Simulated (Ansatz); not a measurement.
## Al₂Cu: energy along a strain

Al₂Cu, Fm-3m, a = 5.734 Å. The structure is a Materials Project entry; whether it is the stable form wasn't checked. Ansatz: r2SCAN, PAW, 500 eV, Γ-centred 16×16×16 mesh on 3 atoms, Gaussian smearing 0.15 eV; no spin polarisation. Cell vectors (Å): -2.027 2.027 2.867; 2.027 -2.027 2.867; 2.027 2.027 -2.867. The cell is strained by x per cent times the pattern (0 1 0 0 0 0) in the order xx yy zz yz xz xy (engineering shears), with fractional coordinates held. y is the free energy over the start, V0 = 15.712 Å³/atom. Points with a strain past 8.5 % were computed too (3) and aren't used here.

| x (%) | y (meV/atom) |
| --- | --- |
| -7.50 | ? |
| -5.00 | 29.08 |
| -2.50 | 7.01 |
| 0.00 | 0.00 |
| 2.50 | 6.31 |
| 5.00 | 24.18 |
| 7.50 | 51.80 |

Task: Fit y = c2 x² + c3 x³ to the other rows, get the stiffness along the pattern, and predict the missing energy.

Result: Least squares on the rows shown. y = 1.0660 x² − 0.019395 x³. The clamped-ion stiffness p·C·p = 2 × 10.66 eV × 160.2 / 15.712 Å³ = 217 GPa, which is C22 in these axes. At x = -7.50 the fit asked for gives 68.14 meV/atom. The run gave 67.66 meV/atom, so the fit is 0.48 meV/atom too high, 0.71 % of the span of the series, against an rms of 0.04 meV/atom on the fitted rows. The row lies outside the fitted range. With a term in x⁴ added, a fit to the same known rows predicts 68.36 meV/atom, further off still.